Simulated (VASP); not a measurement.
MoS2:

```
Mo S
1.0
     1.58550    0.91539    6.11500
    -1.58550    0.91539    6.11500
     0.00000   -1.83078    6.11500
Mo S
1 2
Direct
  0.00000 0.00000 0.00000
  0.75000 0.75000 0.75000
  0.25000 0.25000 0.25000
```

Measurements of this composition are mostly on another form, of space group No. 194.

| Quantity | Value |
| --- | --- |
| Program | VASP 6.6.1 |
| Task | relaxation of cell and atoms |
| Functional | PBE |
| Potentials or basis | VASP PAW PBE potentials, release 64 (Mo_sv, S) |
| Cutoff | 520 eV |
| k mesh | 10 × 10 × 10 |
| Occupations | gaussian, width 0.1 eV |
| Spin | no spin polarisation |

At the start: pressure 7.8 GPa; volume 17.75 Å³/atom.

Question: Where does the relaxation end?

Answer: Over 23 steps the energy falls by 28.5 meV/atom and the volume is 19.68 Å³/atom (+10.8 %); space group R-3m (No. 166, to 0.05 Å).

The path:
```
step  energy change (eV)  largest force (eV/Å)  pressure (GPa)  volume (Å³)
   1              0.0000                0.9943            7.79        53.25
   2              0.1694                1.6189          -11.38        60.17
   3             -0.0724                0.0724           -0.39        55.56
   4             -0.0725                0.0391           -0.13        55.48
   5             -0.0725                0.0211           -0.01        55.43
   6             -0.0748                0.0472            0.12        55.38
   7             -0.0760                0.0978            0.35        55.29
   8             -0.0761                0.0874            0.29        55.30
   9             -0.0774                0.1082            0.05        55.59
  10             -0.0792                0.1527           -0.48        56.20
  11             -0.0797                0.2392           -1.45        57.43
  12             -0.0800                0.2028           -1.06        56.92
  13             -0.0803                0.1953           -1.03        56.96
  14             -0.0811                0.1758           -0.93        57.05
  15             -0.0824                0.1355           -0.73        57.25
  16             -0.0842                0.0530           -0.32        57.63
  17             -0.0843                0.1172            0.57        58.41
  18             -0.0848                0.0433            0.18        58.07
  19             -0.0848                0.0373            0.15        58.04
  20             -0.0849                0.0313            0.11        58.13
  21             -0.0852                0.0141           -0.01        58.39
  22             -0.0853                0.0194           -0.22        58.91
  23             -0.0854                0.0038           -0.02        59.03
```

Final structure:
```xyz
3
Lattice="1.5950 0.9209 6.6976 -1.5950 0.9209 6.6976 0.0000 -1.8418 6.6976" Properties=species:S:1:pos:R:3 pbc="T T T"
Mo    0.0000    0.0000    0.0000
S     0.0000    0.0000   14.9801
S     0.0000    0.0000    5.1128
```

Caveat: the volume moved by +11 % from the deposited cell, more than functionals usually miss.
